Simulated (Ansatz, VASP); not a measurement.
# One calculation of Al, two programs

```
Al
1.0
     0.00000    2.02398    2.02398
     2.02398    0.00000    2.02398
     2.02398    2.02398    0.00000
Al
1
Direct
  0.00000 0.00000 0.00000
```

Alike in both runs: task relaxation of cell and atoms; functional PBE; dispersion D3(BJ); k mesh 18 × 18 × 18; occupations gaussian, width 0.1 eV; no spin polarisation.

```csv
,VASP,Ansatz
version,VASP 6.6.1,Ansatz 0.2.0
potentials or method,"VASP PAW PBE potentials, release 64 (Al)","scalar-relativistic, plane waves, PAW"
plane-wave cutoff (eV),600,420
valence electrons in the cell,3,3
```

VASP gave:

| Property | Result |
| --- | --- |
| gap on the k mesh at the Fermi level, each at its own relaxed structure (eV) | none |
| relaxed volume (Å³/atom) | 15.78 |
| relaxed cell length with the largest relative difference (Å) | 2.815 |
| energy change over the relaxation (meV/atom) | -10 |

**Question.** Estimate Ansatz's values.

**Answer.** gap on the k mesh at the Fermi level, each at its own relaxed structure (eV): none; relaxed volume (Å³/atom): 15.79; relaxed cell length with the largest relative difference (Å): 2.816; energy change over the relaxation (meV/atom): -10.

A gap of «none» marks a metal or a gap that the smearing closes.

Caveats: pairwise dispersion overbinds metals, which lowers pressure and volume.
